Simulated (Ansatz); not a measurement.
# Te2Mo in Ansatz: notebook

Aim: see how the results for Te2Mo move with the level of theory and the settings. Levels: r2SCAN, LDA. Tasks: band structure.

All numbers are computed with Ansatz 0.2.0; they aren't measurements. Logs are shortened: lines on timing, memory, paths and dates and some standing lists are left out, and cuts for length are marked.

## (1) The structure

The cell holds a slab with vacuum, 6 atoms: a = 3.560 Å, b = 3.560 Å, c = 24.811 Å, α = 90.00°, β = 90.00°, γ = 120.00°.

## (2) Band structure, r2SCAN

File input.yaml:

```yaml
crystal:
  lattice:
    - [3.5603917377, 0.0, 0.0]
    - [-1.7801958688, 3.0833896922, 0.0]
    - [0.0, 0.0, 24.8112624]
  atoms:
    - { symbol: Te, position: [0.3333333333, 0.6666666667, 0.22363948] }
    - { symbol: Te, position: [0.6666666667, 0.3333333333, 0.92062886] }
    - { symbol: Te, position: [0.6666666667, 0.3333333333, 0.77636052] }
    - { symbol: Te, position: [0.3333333333, 0.6666666667, 0.07937114] }
    - { symbol: Mo, position: [0.6666666667, 0.3333333333, 0.15154149] }
    - { symbol: Mo, position: [0.3333333333, 0.6666666667, 0.84845851] }
hamiltonian:
  xc: r2scan
  pseudopotentials: { kind: paw }
kpoints:
  mp_grid: { grid: [9, 9, 2] }
  band_path:
    path:
      - [[0.0, 0.0, 0.0], [0.5, 0.0, 0.0], [0.3333333333, 0.3333333333, 0.0], [0.0, 0.0, 0.0], [0.0, 0.0, 0.5], [0.5, 0.0, 0.5], [0.3333333333, 0.3333333333, 0.5], [0.0, 0.0, 0.5]]
      - [[0.5, 0.0, 0.5], [0.5, 0.0, 0.0]]
      - [[0.3333333333, 0.3333333333, 0.0], [0.3333333333, 0.3333333333, 0.5]]
    npoints: 14
scf:
  occupations: { method: fermi_dirac, width: 0.05 }
  n_extra_bands: 15
output:
  forces: true
  stress: true
  eigenvalues: true
  fatbands: true
  write_density: true
  write_potential: true
  elf: true
  volumetric_format: npy
```

Potentials or basis: Ansatz PAW.

Run with:

```console
ansatz run input.yaml --threads 2 --pin off --max-ram 5632MiB --backend cpu --events-out ev --progress --plain --runs-dir out
```

Output:

```text
Warning: RAYON_NUM_THREADS=2 ignored (pool sized by the plan → 2); use --threads N
scf.n_extra_bands = 15 over 46 filled bands (N_el = 92.0): the run solves 61 bands
Engine: ansatz 0.2.0, x86_64-unknown-linux-gnu
Pseudopotentials: kind: paw
Pseudopotential: Te, paw, valence charge 16, recommended cutoff 500 eV (meta_gga), Te.paw.azcp
Pseudopotential: Mo, paw, valence charge 14, recommended cutoff 500 eV (meta_gga), Mo.paw.azcp
Functional definition: r2SCAN
  parameter k0 = 0.174
  parameter k1 = 0.065
  parameter a1 = 4.9479
  exchange = r2scan_x(k0 = k0, k1 = k1, a1 = a1)
  correlation = r2scan_c
Crystal: 6 atoms, lattice volume = 272.380 Å³
Basis set: ecut = 500 eV, 7003 PW (Γ), exchange–correlation on 108×108×768 points (64 copies of the dense FFT grid, shifted against one another)
Bands: 61, of which v1, the nominal top of the filled ones, is band 46 counted from 1 (45 counted from 0)
Symmetry: 12 space group operations
Space group: P-3m1 (ITA 164), of the structure as read, at distance tolerance 6.5e-5 Å
k-points: 24 of 162
Non-local potential: Te, projectors of the file, l = 0: 2, l = 1: 2, l = 2: 2, l = 3: 2
Non-local potential: Mo, projectors of the file, l = 0: 3, l = 1: 2, l = 2: 2, l = 3: 1
PAW form: soft (Blöchl's): semilocal exchange-correlation on the pseudo side does not see the compensation charge
PAW frozen core: Te, regenerated for the run's functional (the file was generated under x = pbe(κ = 0.804, μ = 0.2195149727645171), c = pbe(β = 0.06672455060314922))
PAW frozen core: Mo, regenerated for the run's functional (the file was generated under x = pbe(κ = 0.804, μ = 0.2195149727645171), c = pbe(β = 0.06672455060314922))
PAW one-centre angular grid: Te, 590 points (default); XC on 160 Gauss nodes
PAW one-centre angular grid: Mo, 590 points (default); XC on 160 Gauss nodes
Initial density: superposition of atomic densities (neutral atoms: chi_scale 0, normalization atom), corrected by the library's trained network
Initial wavefunctions: pseudopotential atomic-orbital guess
Functional: x = r2scan, c = r2scan; τ floored in thin density (d = 2e-4 eV/Å³)
SCF iter   1: F=—  HF=-37916.186988 eV  |F-HF|=—  |Δ(HF+E_count)|=         —  Δρ=6.01e-3  dr2=2.22e-1  dr2_τ=3.83e-2  ethr=1.77e-3  ⟨swp⟩=8.6  Hψ=6564  notcnv=0  defer=48
preconditioner: auto → Resta (q_TF=auto, 2.277 Å⁻¹)  ε∞=3.2  [insulator: Δε(μ)=1.092 eV  Ē_g=9.036 eV  σ=0.050 eV  W_gap=1.00  n_scr=70 (ndim 8)  ℏωp=13.5 eV  f_vac=0.421  D(μ)=0.00/eV (n_scr^D=0)  ε∞_Penn≈3.2  vacuum switching on, ρ_ref=5.9e-3 e/Å³]
SCF iter   2: F=—  HF=-37916.251922 eV  |F-HF|=—  |Δ(HF+E_count)|=   6.49e-2  Δρ=4.86e-3  dr2=1.98e-1  dr2_τ=1.70e-2  ethr=2.41e-4  ⟨swp⟩=3.0  Hψ=2506  notcnv=0  defer=152
SCF iter   3: F=—  HF=-37916.234196 eV  |F-HF|=—  |Δ(HF+E_count)|=   1.77e-2  Δρ=2.29e-3  dr2=5.02e-3  dr2_τ=3.43e-4  ethr=2.15e-4  ⟨swp⟩=2.5  Hψ=1644  notcnv=0  defer=152
SCF iter   4: F=—  HF=-37916.242037 eV  |F-HF|=—  |Δ(HF+E_count)|=   7.84e-3  Δρ=3.78e-4  dr2=1.02e-3  dr2_τ=7.04e-5  ethr=5.46e-6  ⟨swp⟩=3.0  Hψ=2799  notcnv=0  defer=152
SCF iter   5: F=—  HF=-37916.242043 eV  |F-HF|=—  |Δ(HF+E_count)|=   5.75e-6  Δρ=1.65e-4  dr2=7.10e-4  dr2_τ=1.25e-5  ethr=1.11e-6  ⟨swp⟩=2.0  Hψ=1661  notcnv=0  defer=152
SCF iter   6: F=—  HF=-37916.242008 eV  |F-HF|=—  |Δ(HF+E_count)|=   3.53e-5  Δρ=6.18e-5  dr2=3.41e-5  dr2_τ=4.02e-7  ethr=7.72e-7  ⟨swp⟩=1.9  Hψ=1405  notcnv=0  defer=152
SCF iter   7: F=—  HF=-37916.242165 eV  |F-HF|=—  |Δ(HF+E_count)|=   1.58e-4  Δρ=2.19e-5  dr2=2.61e-6  dr2_τ=3.26e-8  ethr=3.70e-8  ⟨swp⟩=2.0  Hψ=1884  notcnv=0  defer=152
SCF iter   8: F=-37916.242168 eV  HF=-37916.242168 eV  |F-HF|=9.70e-8  |Δ(HF+E_count)|=   2.40e-6  Δρ=4.76e-6  dr2=6.92e-8  dr2_τ=2.90e-9  ethr=1.09e-10  ⟨swp⟩=20.2  Hψ=12906  notcnv=0
SCF 1 converged in 8 iterations: F = -37916.242168 eV  dr2 = 6.92e-8
NSCF: frozen V_eff on 129 k-points
WARN: The output density's exchange-correlation potential varies sharply where the density is thin. Do not read a vacuum level from v_tot or v_xc, or from such a field of the output density. On a cell that repeats whose density bears no net charge and no dipole along the vacuum's axis use v_es (v_loc + v_h of the components); under efield.dipole_correction with no amplitude use v_es + v_field, which holds any external_charges[].barrier, or the levels of the report's work_function block, which leave it out; under a non-zero efield.amplitude the vacuum is tilted and has no level; on a cell that repeats and bears such a dipole with no correction it is tilted too, and efield.dipole_correction with no amplitude gives each side of its ramp a level where efield: is served; in a cell that repeats whose density bears a net charge (total_charge, or a fill off its count) it is curved and has none; of a slab under crystal.periodic whose density bears no net charge use v_es, which has a level on each side, short of where the two are joined; of another it falls or rises all the way out and has none; of a slab beside external_charges read slab_vacuum_level instead, which it has where they leave it neutral. The grid or the basis barely resolves most such structure, and the values can differ between equally converged runs; as a rule a tighter scf.convergence.dr2_threshold does not remove it. Where the density itself ripples (under the LDA too) a higher basis.ecutwfc lessens it. The files hold the spikes' plane waves up to the density's cutoff. Files: v_tot_of_output_density and the like, and their columns of v_z.tsv (output.write_potential); v_xc_of_output_density and the like, and their columns of v_comp_z.tsv (output.write_potential_components). Measured: with its Gaussian average of σ = 0.25 Å subtracted twice, the exchange-correlation potential is over 0.1 eV at 3801 of the grid points where the equally averaged density (valence and model cores) is under 1e-3 e/Å³, and 1.41 eV at the most among them, at an averaged density of 3.9e-8 e/Å³. The input density's (outcome.potential() and, of a run that writes arrays, v_tot and v_xc) is over 0.1 eV, so measured, at 1160 points of its own thin density, 0.455 eV at the most. See output.write_potential in the manual, Limitations
SCF converged after 8 iterations
Free energy (F): -37916.242168 eV
Harris-Foulkes:  -37916.242168 eV  (|F-HF|=9.70e-8)
Internal energy: -37916.242166 eV  (E = F + TS)
E sigma→0 (E₀):  -37916.242167 eV
Entropy (-TS):   -0.000002 eV (-0.000 meV/atom)
Fermi energy:    5.004179 eV
--- Per-component energies (eV) ---
  E_band       = -1931.388083
  E_kinetic    = 1603.694432
  E_local      = -62239.553051  (includes V_loc(G=0)·N_el)
  E_nonlocal   = -953.651777
  E_hartree    = 31206.808485
  E_xc         = -817.630944
  E_vxc        = -958.913667  (∫ρ·V_xc dr)
  E_paw        = -25182.381992  (= ΣΔE_a)
  E_vpaw       = -1857.854681  (= ΣTr[D̂ρ^β])
  E_aug_tail   = -0.000155  (compensation charges beyond the density's cutoff)
  E_vtau       = 61.292955  (kinetic-family band-sum trace: ∫τ·v_τ [+ j·A + Jᵃ·Aᵃ] dr)
  E_ewald      = 18465.775821
  E_core_change = 0.697015  (= ΣΔE_core)
  E_smearing   = -0.000002  (= −TS)
  E_closure    = -0.000000  (closes the sum)
  Σ components = -37916.242168   (vs F -37916.242168, Δ=0.00e0)
--- Forces (eV/Å), atoms counted from 1 ---
  atom   1  Te     0.00000000     0.00000000     0.00347242
  atom   2  Te     0.00000000    -0.00000000     0.02299424
  atom   3  Te    -0.00000000    -0.00000000    -0.00347242
  atom   4  Te    -0.00000000     0.00000000    -0.02299424
  atom   5  Mo    -0.00000000    -0.00000000    -0.00253473
  atom   6  Mo     0.00000000     0.00000000     0.00253473
  max |Σ_I F_I| component: 4.63e-18 eV/Å
--- Stress (GPa, compression-positive) ---
        0.042957      -0.000000       0.000000
       -0.000000       0.042957       0.000000
        0.000000       0.000000      -0.042189
  P = ⅓ Tr σ = 0.0146 GPa (0.146 kbar)
--- Band table (eV; the first three rows and the last of 24) ---
  k-point 0: bands = ["-58.2214", "-58.2214", "-32.9830", "-32.9830", "-32.9829", "-32.9829", "-32.9645", "-32.9645", "-32.9644", "-32.9644", "-32.9070", "-32.9070", "-32.9068", "-32.9068", "-32.8925", "-32.8925", "-32.8925", "-32.8925", "-32.8775", "-32.8772", "-32.8658", "-32.8656", "-31.6248", "-31.6248", "-31.5028", "-31.5028", "-31.5028", "-31.5028", "-8.6967", "-8.6385", "-7.6644", "-7.5670", "-0.9318", "-0.5829", "2.2746", "2.6154", "2.6154", "2.6181", "2.6181", "3.0734", "3.4278", "3.4278", "3.4339", "3.4339", "3.9132", "4.3090", "7.5844", "7.5844", "7.6095", "7.6095", "7.8871", "7.8871", "7.9328", "7.9328", "9.2152", "9.5354", "10.3939", "11.1189", "11.1632", "11.9338", "12.2149"]
  k-point 1: bands = ["-58.2214", "-58.2214", "-32.9830", "-32.9830", "-32.9829", "-32.9829", "-32.9645", "-32.9645", "-32.9644", "-32.9644", "-32.9070", "-32.9070", "-32.9068", "-32.9068", "-32.8925", "-32.8925", "-32.8925", "-32.8925", "-32.8775", "-32.8772", "-32.8658", "-32.8656", "-31.6248", "-31.6248", "-31.5028", "-31.5028", "-31.5028", "-31.5028", "-8.6967", "-8.6385", "-7.6644", "-7.5670", "-0.9318", "-0.5829", "2.2746", "2.6154", "2.6154", "2.6181", "2.6181", "3.0734", "3.4278", "3.4278", "3.4339", "3.4339", "3.9132", "4.3090", "7.5844", "7.5844", "7.6095", "7.6095", "7.8871", "7.8871", "7.9328", "7.9328", "9.2494", "9.4627", "10.6227", "10.8138", "11.2433", "11.7763", "12.5326"]
  k-point 2: bands = ["-58.2204", "-58.2204", "-32.9811", "-32.9810", "-32.9802", "-32.9802", "-32.9674", "-32.9674", "-32.9621", "-32.9620", "-32.9082", "-32.9080", "-32.9076", "-32.9075", "-32.8966", "-32.8965", "-32.8928", "-32.8927", "-32.8764", "-32.8762", "-32.8644", "-32.8643", "-31.6148", "-31.6148", "-31.5194", "-31.5193", "-31.5055", "-31.5055", "-8.5225", "-8.4648", "-7.5439", "-7.4500", "-0.7463", "-0.4007", "2.0471", "2.2419", "2.2493", "2.5433", "2.7538", "2.7586", "3.2004", "3.2088", "3.4602", "3.7005", "3.9131", "4.2410", "7.0600", "7.0643", "7.1009", "7.1722", "7.5170", "7.5791", "7.7319", "7.7761", "9.4391", "9.7585", "10.6976", "11.6229", "11.7609", "12.1397", "12.3680"]
  k-point 23: bands = ["-58.2116", "-58.2116", "-32.9937", "-32.9937", "-32.9647", "-32.9646", "-32.9528", "-32.9528", "-32.9520", "-32.9520", "-32.9306", "-32.9305", "-32.9134", "-32.9134", "-32.8983", "-32.8983", "-32.8983", "-32.8981", "-32.8721", "-32.8721", "-32.8533", "-32.8533", "-31.6228", "-31.6228", "-31.5669", "-31.5669", "-31.5320", "-31.5320", "-6.3292", "-6.3292", "-6.0525", "-6.0525", "-0.2702", "-0.2241", "-0.1283", "-0.1283", "0.4723", "0.5367", "1.2302", "1.2302", "1.4337", "1.4337", "2.5976", "2.5976", "4.4106", "4.4617", "5.5635", "5.5635", "6.3621", "6.6384", "7.0707", "7.0707", "8.6507", "8.6507", "9.5065", "10.0668", "10.1207", "10.1207", "12.3597", "12.3597", "13.0314"]
```

It took 3.9 min on 2 threads of Intel Xeon at 2.50GHz (Skylake/Cascade Lake), shared host; peak memory 2 GiB.

What came out:

* Free energy: -37916.2422 eV
* Largest force: 0.023 eV/Å
* Band gap on the k mesh: 1.10 eV, direct
* Band gap along the path: 1.10 eV, direct

Forces in eV/Å, atoms in the order of the input:
```
Te   0.000  0.000  0.003
Te   0.000  0.000  0.023
Te   0.000  0.000 -0.003
Te   0.000  0.000 -0.023
Mo   0.000  0.000 -0.003
Mo   0.000  0.000  0.003
```

Stress tensor (GPa, compression positive):
```
 0.04  0.00  0.00
 0.00  0.04  0.00
 0.00  0.00 -0.04
```

Levels at the corners of the path, in eV from the valence-band top:
| point | band 43 | band 44 | band 45 | band 46 | band 47 | band 48 | band 49 | band 50 |
| --- | --- | --- | --- | --- | --- | --- | --- | --- |
| Γ | -1.03 | -1.03 | -0.55 | -0.15 | 3.12 | 3.12 | 3.15 | 3.15 |
| M | -0.79 | -0.79 | -0.52 | -0.47 | 1.43 | 1.45 | 1.78 | 1.86 |
| K | -1.86 | -1.86 | -0.05 | 0.00 | 1.10 | 1.10 | 1.90 | 2.18 |
| Γ | -1.03 | -1.03 | -0.55 | -0.15 | 3.12 | 3.12 | 3.15 | 3.15 |
| A | -1.03 | -1.03 | -0.55 | -0.15 | 3.12 | 3.12 | 3.15 | 3.15 |
| L | -0.79 | -0.79 | -0.52 | -0.47 | 1.43 | 1.45 | 1.78 | 1.86 |
| H | -1.86 | -1.86 | -0.05 | 0.00 | 1.10 | 1.10 | 1.90 | 2.18 |
| A | -1.03 | -1.03 | -0.55 | -0.15 | 3.12 | 3.12 | 3.15 | 3.15 |
| L | -0.79 | -0.79 | -0.52 | -0.47 | 1.43 | 1.45 | 1.78 | 1.86 |
| M | -0.79 | -0.79 | -0.52 | -0.47 | 1.43 | 1.45 | 1.78 | 1.86 |
| K | -1.86 | -1.86 | -0.05 | 0.00 | 1.10 | 1.10 | 1.90 | 2.18 |
| H | -1.86 | -1.86 | -0.05 | 0.00 | 1.10 | 1.10 | 1.90 | 2.18 |

Caveat: spin-orbit coupling is left out, which moves the levels of the heavy elements; the PAW data sets come from PBE, with cores solved anew for the run's functional, which leaves a small shift of forces and pressure.

[end of part 1 of 2]
